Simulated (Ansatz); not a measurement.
# Germanium, A15 under PBE: structure and ground-state energy

What does PBE give for germanium in the A15 structure? We relax it, then solve it on a dense k-mesh. Spin polarisation is left out. The k-meshes are 5×5×5 for the relaxation; 6×6×6 for the dense run.

Computed with Ansatz 0.2.0 (DFT PBE, plane waves (420 eV) with PAW, scalar-relativistic, unless a step says otherwise).

## 1. The structure to begin with

The structure is cubic, space group Pm-3n (No. 223). Conventional cell: a = 5.359 Å, b = 5.359 Å, c = 5.359 Å, α = 90.00°, β = 90.00°, γ = 90.00°. Ge (site symmetry m-3) has 12 Ge at 3.00 Å as nearest neighbours. Ge (site symmetry -4m2) is surrounded by 6 Ge at 2.68 to 3.00 Å.

Structure file:

```cif
data_structure
_symmetry_space_group_name_H-M 'Pm-3n'
_symmetry_Int_Tables_number 223
_cell_length_a 5.3590
_cell_length_b 5.3590
_cell_length_c 5.3590
_cell_angle_alpha 90.000
_cell_angle_beta 90.000
_cell_angle_gamma 90.000
_cell_volume 153.91
loop_
_atom_site_label
_atom_site_type_symbol
_atom_site_symmetry_multiplicity
_atom_site_Wyckoff_symbol
_atom_site_fract_x
_atom_site_fract_y
_atom_site_fract_z
_atom_site_occupancy
Ge1 Ge 2 a 0.00000 0.00000 0.00000 1
Ge2 Ge 6 c 0.25000 0.00000 0.50000 1
```

## 2. Relaxing cell and atoms

The input, input.yaml:

```yaml
crystal:
  lattice:
    - [5.3590374343, 0.0, 0.0]
    - [0.0, 5.3590374343, 0.0]
    - [0.0, 0.0, 5.3590374343]
  atoms:
    - { symbol: Ge, position: [0.0, 0.0, 0.0] }
    - { symbol: Ge, position: [0.5, 0.5, 0.5] }
    - { symbol: Ge, position: [0.25, 0.0, 0.5] }
    - { symbol: Ge, position: [0.75, 0.0, 0.5] }
    - { symbol: Ge, position: [0.5, 0.25, 0.0] }
    - { symbol: Ge, position: [0.5, 0.75, 0.0] }
    - { symbol: Ge, position: [0.0, 0.5, 0.25] }
    - { symbol: Ge, position: [0.0, 0.5, 0.75] }
hamiltonian:
  xc: pbe
  pseudopotentials:
    kind: paw
    azcp:
      Ge: "pseudopotentials/Ge.paw.azcp"
basis:
  ecutwfc: 420
  fft_grid_basis: typed
kpoints:
  mp_grid: { grid: [5, 5, 5], shift: [0, 0, 0] }
magnetization:
  spin_polarized: false
scf:
  occupations: { method: fermi_dirac, width: 0.1 }
relax:
  max_steps: 60
  f_tol: 0.01
  cell: {}
```

After this run come: The energy on a finer k-mesh.

Q: Predict the outcome of this session. Wanted: space group; conventional cell; volume; shortest distance; gap on the mesh; relative to diamond.

The runs gave:

```
                      quantity                         value
space group (spins left aside)               Pm-3n (No. 223)
             conventional cell                   a = 5.423 Å
                        volume                19.931 Å³/atom
             shortest distance                       2.711 Å
               gap on the mesh  none (levels filled in part)
           relative to diamond                 +382 meV/atom
```

In words: From the guessed start the volume grew by 3.6 % in 5 steps. Against the reference form of germanium (diamond, computed apart with the same settings) it stands 382 meV/atom higher, so it is far from stable. Levels at the Fermi energy are filled in part, as in a metal. The symmetry was held, so the structure may be unstable against distortions that break it.
